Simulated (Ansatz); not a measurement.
SiC: energy along a strain

SiC, P6_3mc, a = 3.076 Å, c = 5.048 Å (as given, not relaxed at this level: 3.7 GPa, forces to 0.75 eV/Å). The compound has several low-lying forms, and this is one of them. Ansatz: PBE, PAW, 420 eV, Γ-centred 12×12×6 mesh on 4 atoms, Gaussian smearing 0.05 eV; no spin polarisation. Cell vectors (Å): 3.076 0.000 0.000; -1.538 2.664 0.000; 0.000 0.000 5.048. The cell is strained by x per cent times the pattern (0 0 0 0 0 1) in the order xx yy zz yz xz xy (engineering shears), with fractional coordinates held. y is the free energy over the start, V0 = 10.341 Å³/atom. Symmetry makes y even in x.

| x (%) | y (meV/atom) |
| --- | --- |
| -4.00 | ? |
| -2.00 | 3.19 |
| 0.00 | 0.00 |
| 0.50 | 0.20 |
| 1.00 | 0.80 |
| 1.50 | 1.79 |
| 2.50 | 4.99 |
| 3.00 | 7.18 |
| 3.50 | 9.78 |

**Question.** Fit y = c2 x² + c4 x⁴ to the other rows, get the stiffness along the pattern, and predict the missing energy.

**Answer.** Least squares on the rows shown. y = 0.7972 x² + 9.020×10⁻⁵ x⁴. The clamped-ion stiffness p·C·p = 2 × 7.972 eV × 160.2 / 10.341 Å³ = 247 GPa, which is C66 in these axes (second derivative at the start, which stands under stress). At x = -4.00 the fit asked for gives 12.78 meV/atom. The run gave 12.77 meV/atom, so the fit is 0.01 meV/atom too high, a small miss on the scale of the series.